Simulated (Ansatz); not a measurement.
# AlNi: a sublattice displacement scan

This session takes AlNi and sets out to map the energy as every Ni atom is pushed off its site.

Computed with Ansatz 0.2.0 (DFT PBEsol, scalar-relativistic, plane waves, PAW, unless a step's input says otherwise).

1 further run of the same task is left out (set aside as unsound or not needed).

### Step 1. Starting point

Symmetry: Pm-3m, No. 221, cubic system. Conventional cell: a = 2.862 Å, b = 2.862 Å, c = 2.862 Å, α = 90.00°, β = 90.00°, γ = 90.00°. Al (site symmetry m-3m) is surrounded by 8 Ni at 2.48 Å. Ni (site symmetry m-3m) is surrounded by 8 Al at 2.48 Å.

Structure file:

```xyz
2
Lattice="2.8622 0.0000 0.0000 0.0000 2.8622 0.0000 0.0000 0.0000 2.8622" Properties=species:S:1:pos:R:3 pbc="T T T"
Al    0.0000    0.0000    0.0000
Ni    1.4311    1.4311    1.4311
```

This cell was relaxed beforehand with the same method: volume 11.72 Å³/atom, gap on the mesh none (metal).

### Step 2. Zero of energy

Reference values: F = -6330.8677 eV; pressure 0.02 GPa; largest force 0.000 eV/Å; gap on the mesh none (metal). It was computed beforehand with the settings of the runs below.

### Step 3. Next: a sublattice displacement scan

Every Ni atom is moved by x along the Cartesian unit vector (-0.577, -0.577, -0.577); the cell and all other atoms stay fixed. Forces below are components along that vector, summed over the moved atoms.

### Step 4. x = -0.500 Å

File input.yaml:

```yaml
crystal:
  lattice:
    - [2.8621655516, 0.0, 0.0]
    - [0.0, 2.8621655516, 0.0]
    - [0.0, 0.0, 2.8621655516]
  atoms:
    - { symbol: Al, position: [0.0, 0.0, 0.0] }
    - { symbol: Ni, position: [0.6008589927, 0.6008589927, 0.6008589927] }
basis:
  ecutwfc: 420
kpoints:
  mp_grid: { grid: [20, 20, 20] }
hamiltonian:
  xc: pbesol
scf:
  occupations: { method: gaussian, width: 0.15 }
output:
  forces: true
  stress: true
  eigenvalues: true
```

On the command line:

```sh
> ansatz run input.yaml --threads 1 --pin off --max-ram 2560MiB --backend cpu --events-out ev --progress --plain --runs-dir out
```

The program printed (excerpt; [...] marks lines left out):

```text
Warning: RAYON_NUM_THREADS=1 ignored (pool sized by the plan → 1); use --threads N
[...]
Pseudopotentials: kind: paw
Pseudopotential: Al, paw, valence charge 3, recommended cutoff 420 eV (normal), Al.paw.azcp
Pseudopotential: Ni, paw, valence charge 18, recommended cutoff 420 eV (normal), Ni.paw.azcp
Functional definition: PBEsol
[...]
Crystal: 2 atoms, lattice volume = 23.447 Å³
Basis set: ecut = 420 eV, 461 PW (Γ), exchange–correlation on 40×40×40 points (8 copies of the dense FFT grid, shifted against one another)
Bands: 15, of which v1, the nominal top of the filled ones, is band 11 counted from 1 (10 counted from 0)
Symmetry: 6 space group operations
Space group: R3m (ITA 160), of the structure as read, at distance tolerance 2.9e-5 Å
k-points: 781 of 8000 (time reversal used)
[...]
SCF iter   1: F=—  HF=-6329.853347 eV  |F-HF|=—  |Δ(HF+E_count)|=         —  Δρ=1.45e-2  dr2=2.65e-2  ethr=1.77e-3  ⟨swp⟩=4.6  Hψ=53030  notcnv=0
[...]
SCF iter   6: F=-6329.849376 eV  HF=-6329.849376 eV  |F-HF|=1.25e-10  |Δ(HF+E_count)|=   1.83e-9  Δρ=1.47e-6  dr2=3.14e-10  ethr=1.36e-10  ⟨swp⟩=3.7  Hψ=45036  notcnv=0
[...]
SCF converged after 6 iterations
Free energy (F): -6329.849376 eV
[...]
E sigma→0 (E₀):  -6329.845036 eV
Entropy (-TS):   -0.008681 eV (-4.341 meV/atom)
Fermi energy:    14.101956 eV
[...]
--- Forces (eV/Å), atoms counted from 1 ---
  atom   1  Al     2.96634552     2.96634552     2.96634552
  atom   2  Ni    -2.96633957    -2.96633957    -2.96633957
[...]
--- Stress (GPa, compression-positive) ---
       19.355943      15.329324      15.329324
       15.329324      19.355943      15.329324
       15.329324      15.329324      19.355943
  P = ⅓ Tr σ = 19.3559 GPa (193.559 kbar)
--- Band table (eV; the first three rows and the last of 781) ---
  k-point 0: bands = ["-89.0142", "-49.6695", "-49.5290", "-49.5290", "2.9282", "10.5243", "10.5243", "12.1095", "12.4580", "12.4580", "19.6431", "19.6431", "20.3785", "22.6997", "22.6997"]
[...]
```

Run time: 51 s. Hardware: 1 thread of Intel Xeon at 2.50GHz (Skylake/Cascade Lake), shared host; peak memory 0.61 GiB.

### Step 5. x = 0.375 Å

Changes to input.yaml since step 4:

```diff
@@ -7,3 +7,3 @@
     - { symbol: Al, position: [0.0, 0.0, 0.0] }
-    - { symbol: Ni, position: [0.6008589927, 0.6008589927, 0.6008589927] }
+    - { symbol: Ni, position: [0.4243557554, 0.4243557554, 0.4243557554] }
 basis:
```

On the command line:

```sh
> ansatz run input.yaml --threads 1 --pin off --max-ram 2560MiB --backend cpu --events-out ev --progress --plain --runs-dir out
```

The program printed (excerpt; [...] marks lines left out):

```text
Warning: RAYON_NUM_THREADS=1 ignored (pool sized by the plan → 1); use --threads N
[...]
Pseudopotentials: kind: paw
Pseudopotential: Al, paw, valence charge 3, recommended cutoff 420 eV (normal), Al.paw.azcp
Pseudopotential: Ni, paw, valence charge 18, recommended cutoff 420 eV (normal), Ni.paw.azcp
Functional definition: PBEsol
[...]
Crystal: 2 atoms, lattice volume = 23.447 Å³
Basis set: ecut = 420 eV, 461 PW (Γ), exchange–correlation on 40×40×40 points (8 copies of the dense FFT grid, shifted against one another)
Bands: 15, of which v1, the nominal top of the filled ones, is band 11 counted from 1 (10 counted from 0)
Symmetry: 6 space group operations
Space group: R3m (ITA 160), of the structure as read, at distance tolerance 2.9e-5 Å
k-points: 781 of 8000 (time reversal used)
[...]
SCF iter   1: F=—  HF=-6330.362799 eV  |F-HF|=—  |Δ(HF+E_count)|=         —  Δρ=1.63e-2  dr2=3.52e-2  ethr=1.77e-3  ⟨swp⟩=4.5  Hψ=52697  notcnv=0
[...]
SCF iter   6: F=-6330.357751 eV  HF=-6330.357751 eV  |F-HF|=3.82e-10  |Δ(HF+E_count)|=   4.58e-9  Δρ=1.96e-6  dr2=7.59e-10  ethr=1.59e-10  ⟨swp⟩=3.2  Hψ=42576  notcnv=0
[...]
SCF converged after 6 iterations
Free energy (F): -6330.357751 eV
[...]
E sigma→0 (E₀):  -6330.353191 eV
Entropy (-TS):   -0.009120 eV (-4.560 meV/atom)
Fermi energy:    14.138791 eV
[...]
--- Forces (eV/Å), atoms counted from 1 ---
  atom   1  Al    -1.80881596    -1.80881596    -1.80881596
  atom   2  Ni     1.80882253     1.80882253     1.80882253
[...]
--- Stress (GPa, compression-positive) ---
       10.428806       7.979337       7.979337
        7.979337      10.428806       7.979337
        7.979337       7.979337      10.428806
  P = ⅓ Tr σ = 10.4288 GPa (104.288 kbar)
--- Band table (eV; the first three rows and the last of 781) ---
  k-point 0: bands = ["-88.9432", "-49.5478", "-49.4732", "-49.4732", "2.9078", "10.6710", "10.6710", "12.3278", "12.5333", "12.5333", "19.6811", "19.6811", "20.0861", "22.5652", "22.5652"]
[...]
```

Run time: 41 s. Hardware: 1 thread of Intel Xeon at 2.50GHz (Skylake/Cascade Lake), shared host; peak memory 0.61 GiB.

### Step 6. Point x = -0.250 Å

Changes to input.yaml since step 5:

```diff
@@ -7,3 +7,3 @@
     - { symbol: Al, position: [0.0, 0.0, 0.0] }
-    - { symbol: Ni, position: [0.4243557554, 0.4243557554, 0.4243557554] }
+    - { symbol: Ni, position: [0.5504294964, 0.5504294964, 0.5504294964] }
 basis:
```

On the command line:

```sh
> ansatz run input.yaml --threads 1 --pin off --max-ram 2560MiB --backend cpu --events-out ev --progress --plain --runs-dir out
```

The program printed (excerpt; [...] marks lines left out):

```text
Warning: RAYON_NUM_THREADS=1 ignored (pool sized by the plan → 1); use --threads N
[...]
Pseudopotentials: kind: paw
Pseudopotential: Al, paw, valence charge 3, recommended cutoff 420 eV (normal), Al.paw.azcp
Pseudopotential: Ni, paw, valence charge 18, recommended cutoff 420 eV (normal), Ni.paw.azcp
Functional definition: PBEsol
[...]
Crystal: 2 atoms, lattice volume = 23.447 Å³
Basis set: ecut = 420 eV, 461 PW (Γ), exchange–correlation on 40×40×40 points (8 copies of the dense FFT grid, shifted against one another)
Bands: 15, of which v1, the nominal top of the filled ones, is band 11 counted from 1 (10 counted from 0)
Symmetry: 6 space group operations
Space group: R3m (ITA 160), of the structure as read, at distance tolerance 2.9e-5 Å
k-points: 781 of 8000 (time reversal used)
[...]
SCF iter   1: F=—  HF=-6330.665617 eV  |F-HF|=—  |Δ(HF+E_count)|=         —  Δρ=1.79e-2  dr2=4.30e-2  ethr=1.77e-3  ⟨swp⟩=4.4  Hψ=52497  notcnv=0
[...]
SCF iter   6: F=-6330.659609 eV  HF=-6330.659609 eV  |F-HF|=6.91e-11  |Δ(HF+E_count)|=   9.88e-9  Δρ=1.83e-6  dr2=3.58e-10  ethr=3.53e-10  ⟨swp⟩=3.9  Hψ=44791  notcnv=0
[...]
SCF converged after 6 iterations
Free energy (F): -6330.659609 eV
[...]
E sigma→0 (E₀):  -6330.654850 eV
Entropy (-TS):   -0.009518 eV (-4.759 meV/atom)
Fermi energy:    14.165452 eV
[...]
--- Forces (eV/Å), atoms counted from 1 ---
  atom   1  Al     1.02752375     1.02752375     1.02752375
  atom   2  Ni    -1.02752425    -1.02752425    -1.02752425
[...]
--- Stress (GPa, compression-positive) ---
        4.501989       3.346409       3.346409
        3.346409       4.501989       3.346409
        3.346409       3.346409       4.501989
  P = ⅓ Tr σ = 4.5020 GPa (45.020 kbar)
--- Band table (eV; the first three rows and the last of 781) ---
  k-point 0: bands = ["-88.8937", "-49.4657", "-49.4340", "-49.4340", "2.8965", "10.7715", "10.7715", "12.4879", "12.5817", "12.5817", "19.7140", "19.7140", "19.8912", "22.4596", "22.4596"]
[...]
```

It took 43 s on 1 thread of Intel Xeon at 2.50GHz (Skylake/Cascade Lake), shared host; peak memory 0.61 GiB.

### Step 7. x = 0.125 Å

Changes to input.yaml since step 6:

```diff
@@ -7,3 +7,3 @@
     - { symbol: Al, position: [0.0, 0.0, 0.0] }
-    - { symbol: Ni, position: [0.5504294964, 0.5504294964, 0.5504294964] }
+    - { symbol: Ni, position: [0.4747852518, 0.4747852518, 0.4747852518] }
 basis:
```

On the command line:

```sh
> ansatz run input.yaml --threads 1 --pin off --max-ram 2560MiB --backend cpu --events-out ev --progress --plain --runs-dir out
```

The program printed (excerpt; [...] marks lines left out):

```text
[...]
SCF converged after 6 iterations
Free energy (F): -6330.818308 eV
[...]
E sigma→0 (E₀):  -6330.813429 eV
Entropy (-TS):   -0.009758 eV (-4.879 meV/atom)
Fermi energy:    14.182205 eV
[...]
--- Forces (eV/Å), atoms counted from 1 ---
  atom   1  Al    -0.46405727    -0.46405727    -0.46405727
  atom   2  Ni     0.46405767     0.46405767     0.46405767
[...]
--- Stress (GPa, compression-positive) ---
        1.120444       0.806233       0.806233
        0.806233       1.120444       0.806233
        0.806233       0.806233       1.120444
  P = ⅓ Tr σ = 1.1204 GPa (11.204 kbar)
--- Band table (eV; the first three rows and the last of 781) ---
  k-point 0: bands = ["-88.8644", "-49.4182", "-49.4105", "-49.4105", "2.8909", "10.8303", "10.8303", "12.5848", "12.6086", "12.6086", "19.7365", "19.7365", "19.7804", "22.3922", "22.3922"]
[...]
```

Wall time 45 s (1 thread of Intel Xeon at 2.50GHz (Skylake/Cascade Lake), shared host); peak memory 0.61 GiB.

### Step 8. x = 0.438 Å

Changes to input.yaml since step 7:

```diff
@@ -7,3 +7,3 @@
     - { symbol: Al, position: [0.0, 0.0, 0.0] }
-    - { symbol: Ni, position: [0.4747852518, 0.4747852518, 0.4747852518] }
+    - { symbol: Ni, position: [0.4117483814, 0.4117483814, 0.4117483814] }
 basis:
```

On the command line:

```sh
> ansatz run input.yaml --threads 1 --pin off --max-ram 2560MiB --backend cpu --events-out ev --progress --plain --runs-dir out
```

The program printed (excerpt; [...] marks lines left out):

```text
[...]
SCF converged after 6 iterations
Free energy (F): -6330.134767 eV
[...]
E sigma→0 (E₀):  -6330.130316 eV
Entropy (-TS):   -0.008902 eV (-4.451 meV/atom)
Fermi energy:    14.121769 eV
[...]
--- Forces (eV/Å), atoms counted from 1 ---
  atom   1  Al    -2.32837152    -2.32837152    -2.32837152
  atom   2  Ni     2.32836855     2.32836855     2.32836855
[...]
--- Stress (GPa, compression-positive) ---
       14.479287      11.263743      11.263743
       11.263743      14.479287      11.263743
       11.263743      11.263743      14.479287
  P = ⅓ Tr σ = 14.4793 GPa (144.793 kbar)
--- Band table (eV; the first three rows and the last of 781) ---
  k-point 0: bands = ["-88.9758", "-49.6033", "-49.4989", "-49.4989", "2.9166", "10.6038", "10.6038", "12.2254", "12.4994", "12.4994", "19.6624", "19.6624", "20.2192", "22.6296", "22.6296"]
[...]
```

Wall time 47 s (1 thread of Intel Xeon at 2.50GHz (Skylake/Cascade Lake), shared host); peak memory 0.61 GiB.

### Step 9. Point x = 0.312 Å

Changes to input.yaml since step 8:

```diff
@@ -7,3 +7,3 @@
     - { symbol: Al, position: [0.0, 0.0, 0.0] }
-    - { symbol: Ni, position: [0.4117483814, 0.4117483814, 0.4117483814] }
+    - { symbol: Ni, position: [0.4369631295, 0.4369631295, 0.4369631295] }
 basis:
@@ -20 +20,5 @@
   eigenvalues: true
+  write_density: true
+  write_potential: true
+  elf: true
+  volumetric_format: npy
```

On the command line:

```sh
> ansatz run input.yaml --threads 1 --pin off --max-ram 2560MiB --backend cpu --events-out ev --progress --plain --runs-dir out
```

The program printed (excerpt; [...] marks lines left out):

```text
Warning: RAYON_NUM_THREADS=1 ignored (pool sized by the plan → 1); use --threads N
[...]
Pseudopotentials: kind: paw
Pseudopotential: Al, paw, valence charge 3, recommended cutoff 420 eV (normal), Al.paw.azcp
Pseudopotential: Ni, paw, valence charge 18, recommended cutoff 420 eV (normal), Ni.paw.azcp
Functional definition: PBEsol
[...]
Crystal: 2 atoms, lattice volume = 23.447 Å³
Basis set: ecut = 420 eV, 461 PW (Γ), exchange–correlation on 40×40×40 points (8 copies of the dense FFT grid, shifted against one another)
Bands: 15, of which v1, the nominal top of the filled ones, is band 11 counted from 1 (10 counted from 0)
Symmetry: 6 space group operations
Space group: R3m (ITA 160), of the structure as read, at distance tolerance 2.9e-5 Å
k-points: 781 of 8000 (time reversal used)
[...]
SCF iter   1: F=—  HF=-6330.535300 eV  |F-HF|=—  |Δ(HF+E_count)|=         —  Δρ=1.72e-2  dr2=3.93e-2  ethr=1.77e-3  ⟨swp⟩=4.5  Hψ=52552  notcnv=0
[...]
SCF iter   6: F=-6330.529737 eV  HF=-6330.529737 eV  |F-HF|=1.71e-10  |Δ(HF+E_count)|=   9.67e-9  Δρ=2.23e-6  dr2=6.78e-10  ethr=2.77e-10  ⟨swp⟩=6.3  Hψ=63996  notcnv=0
[...]
SCF converged after 6 iterations
Free energy (F): -6330.529737 eV
[...]
E sigma→0 (E₀):  -6330.525071 eV
Entropy (-TS):   -0.009333 eV (-4.666 meV/atom)
Fermi energy:    14.153313 eV
[...]
--- Forces (eV/Å), atoms counted from 1 ---
  atom   1  Al    -1.38228390    -1.38228390    -1.38228390
  atom   2  Ni     1.38228982     1.38228982     1.38228982
[...]
--- Stress (GPa, compression-positive) ---
        7.124224       5.369362       5.369362
        5.369362       7.124224       5.369362
        5.369362       5.369362       7.124224
  P = ⅓ Tr σ = 7.1242 GPa (71.242 kbar)
--- Band table (eV; the first three rows and the last of 781) ---
  k-point 0: bands = ["-88.9159", "-49.5022", "-49.4516", "-49.4516", "2.9012", "10.7267", "10.7267", "12.4155", "12.5605", "12.5605", "19.6985", "19.6985", "19.9774", "22.5081", "22.5081"]
[...]
```

It took 51 s on 1 thread of Intel Xeon at 2.50GHz (Skylake/Cascade Lake), shared host; peak memory 0.6 GiB.

Axes a, b and c in the maps are those of this run's conventional cell (a, b, c = 4.048, 4.048, 4.957 Å).

Density in a lattice plane of the grid's cell (edges 4.05 and 4.96 Å, at 0.000 of the third edge), which holds Al and Ni.

Ten even steps from '0' (0.06 e/Å³) to '9' (49.66 e/Å³):
```
00000000000000000000
00000000000000000000
00000000000000000000
00000000000000000000
00000000000000000000
00000000000000000000
00000000000000000000
00000000000000000000
10000000000000000000
53100000000000000013
97200000000000000027
86200000000000000026
21000000000000000001
00000000000000000000
00000000000000000000
00000000000000000000
00000000000000000000
00000000000000000000
00000000000000000000
00000000000000000000
```
Columns run along the first of these edges and rows up along the second, over one cell in 20 and 20 even steps from the bottom left corner. Atoms in the plane (fractional): Al at (0.00, 0.00), Ni at (0.00, 0.44).

ELF in the same plane.

Ten even steps from '0' (0.02) to '9' (0.67):
```
00025776554556775200
00146776554556776410
22467765544455677642
55666655544455566665
55555555555555555555
34445566666666655444
22234566777776654322
22223456777776543222
44322356777776532234
76532246777776422356
98642246677766422468
98532346666666432358
65432356666666532345
43333466666666643333
44445666666666665444
66777766555556677776
56677765444445677766
01246765433345676421
00025765433345675200
11014776544456774101
```
Columns run along the first of these edges and rows up along the second, over one cell in 20 and 20 even steps from the bottom left corner. Atoms in the plane (fractional): Al at (0.00, 0.00), Ni at (0.00, 0.44).

Both are smooth fields of the valence electrons: close to the nuclei they are not physical.

Outside the cores ELF peaks at 0.55 beside Al, off the lines to its neighbours, 1.0 Å from Al.

### Step 10. At x = 0.188 Å

Changes to input.yaml since step 9:

```diff
@@ -7,3 +7,3 @@
     - { symbol: Al, position: [0.0, 0.0, 0.0] }
-    - { symbol: Ni, position: [0.4369631295, 0.4369631295, 0.4369631295] }
+    - { symbol: Ni, position: [0.4621778777, 0.4621778777, 0.4621778777] }
 basis:
@@ -20,5 +20 @@
   eigenvalues: true
-  write_density: true
-  write_potential: true
-  elf: true
-  volumetric_format: npy
```

On the command line:

```sh
> ansatz run input.yaml --threads 1 --pin off --max-ram 2560MiB --backend cpu --events-out ev --progress --plain --runs-dir out
```

The program printed (excerpt; [...] marks lines left out):

```text
[...]
SCF converged after 6 iterations
Free energy (F): -6330.754142 eV
[...]
E sigma→0 (E₀):  -6330.749312 eV
Entropy (-TS):   -0.009661 eV (-4.831 meV/atom)
Fermi energy:    14.175134 eV
[...]
--- Forces (eV/Å), atoms counted from 1 ---
  atom   1  Al    -0.72661529    -0.72661529    -0.72661529
  atom   2  Ni     0.72661516     0.72661516     0.72661516
[...]
--- Stress (GPa, compression-positive) ---
        2.513271       1.842642       1.842642
        1.842642       2.513271       1.842642
        1.842642       1.842642       2.513271
  P = ⅓ Tr σ = 2.5133 GPa (25.133 kbar)
--- Band table (eV; the first three rows and the last of 781) ---
  k-point 0: bands = ["-88.8766", "-49.4378", "-49.4203", "-49.4203", "2.8931", "10.8059", "10.8059", "12.5444", "12.5976", "12.5976", "19.7268", "19.7268", "19.8260", "22.4207", "22.4207"]
[...]
```

It took 34 s on 1 thread of Intel Xeon at 2.50GHz (Skylake/Cascade Lake), shared host; peak memory 0.61 GiB.

### Step 11. x = 0.062 Å

Changes to input.yaml since step 10:

```diff
@@ -7,3 +7,3 @@
     - { symbol: Al, position: [0.0, 0.0, 0.0] }
-    - { symbol: Ni, position: [0.4621778777, 0.4621778777, 0.4621778777] }
+    - { symbol: Ni, position: [0.4873926259, 0.4873926259, 0.4873926259] }
 basis:
```

On the command line:

```sh
> ansatz run input.yaml --threads 1 --pin off --max-ram 2560MiB --backend cpu --events-out ev --progress --plain --runs-dir out
```

The program printed (excerpt; [...] marks lines left out):

```text
Warning: RAYON_NUM_THREADS=1 ignored (pool sized by the plan → 1); use --threads N
[...]
Pseudopotentials: kind: paw
Pseudopotential: Al, paw, valence charge 3, recommended cutoff 420 eV (normal), Al.paw.azcp
Pseudopotential: Ni, paw, valence charge 18, recommended cutoff 420 eV (normal), Ni.paw.azcp
Functional definition: PBEsol
[...]
Crystal: 2 atoms, lattice volume = 23.447 Å³
Basis set: ecut = 420 eV, 461 PW (Γ), exchange–correlation on 40×40×40 points (8 copies of the dense FFT grid, shifted against one another)
Bands: 15, of which v1, the nominal top of the filled ones, is band 11 counted from 1 (10 counted from 0)
Symmetry: 6 space group operations
Space group: R3m (ITA 160), of the structure as read, at distance tolerance 2.9e-5 Å
k-points: 781 of 8000 (time reversal used)
[...]
SCF iter   1: F=—  HF=-6330.862337 eV  |F-HF|=—  |Δ(HF+E_count)|=         —  Δρ=1.91e-2  dr2=4.99e-2  ethr=1.77e-3  ⟨swp⟩=4.4  Hψ=52526  notcnv=0
[...]
SCF iter   6: F=-6330.855498 eV  HF=-6330.855498 eV  |F-HF|=2.04e-10  |Δ(HF+E_count)|=   1.08e-8  Δρ=2.24e-6  dr2=7.70e-10  ethr=2.76e-10  ⟨swp⟩=3.5  Hψ=44059  notcnv=0
[...]
SCF converged after 6 iterations
Free energy (F): -6330.855498 eV
[...]
E sigma→0 (E₀):  -6330.850591 eV
Entropy (-TS):   -0.009813 eV (-4.906 meV/atom)
Fermi energy:    14.186512 eV
[...]
--- Forces (eV/Å), atoms counted from 1 ---
  atom   1  Al    -0.22605804    -0.22605804    -0.22605804
  atom   2  Ni     0.22606164     0.22606164     0.22606164
[...]
--- Stress (GPa, compression-positive) ---
        0.296021       0.199648       0.199648
        0.199648       0.296021       0.199648
        0.199648       0.199648       0.296021
  P = ⅓ Tr σ = 0.2960 GPa (2.960 kbar)
--- Band table (eV; the first three rows and the last of 781) ---
  k-point 0: bands = ["-88.8571", "-49.4065", "-49.4046", "-49.4046", "2.8897", "10.8449", "10.8449", "12.6091", "12.6151", "12.6151", "19.7424", "19.7424", "19.7534", "22.3749", "22.3749"]
[...]
```

Run time: 44 s. Hardware: 1 thread of Intel Xeon at 2.50GHz (Skylake/Cascade Lake), shared host; peak memory 0.61 GiB.

### Step 12. Results of the scan

Collected from the runs (energy zero: the undisturbed cell):

```tsv
x (Å)	ΔE (meV/cell)	force on the moved atoms (eV/Å)	pressure (GPa)
-0.500	1018.3	5.138	19.4
-0.250	208.1	1.780	4.5
0.000	0.0	0.000	0.0
0.062	12.2	-0.392	0.3
0.125	49.4	-0.804	1.1
0.188	113.5	-1.259	2.5
0.312	337.9	-2.394	7.1
0.375	509.9	-3.133	10.4
0.438	732.9	-4.033	14.5
```

Not run, since symmetry makes them alike: 0.500 repeats -0.500, -0.375 repeats 0.375, 0.250 repeats -0.250, -0.125 repeats 0.125. Energy, pressure and gap are the same there.

### Step 13. Results

| quantity | value |
| --- | --- |
| force constant along x, from the points at -0.250, 0 and 0.062 Å | 6.44 eV/Å² |

What this shows: Near the site the force constant is 6.44 eV/Å². The step of 0.25 Å is wide, so anharmonic terms mix in. No sampled point lies below the undisturbed cell. The final runs have no spin polarisation, so no magnetic state was tried and one may lie lower.
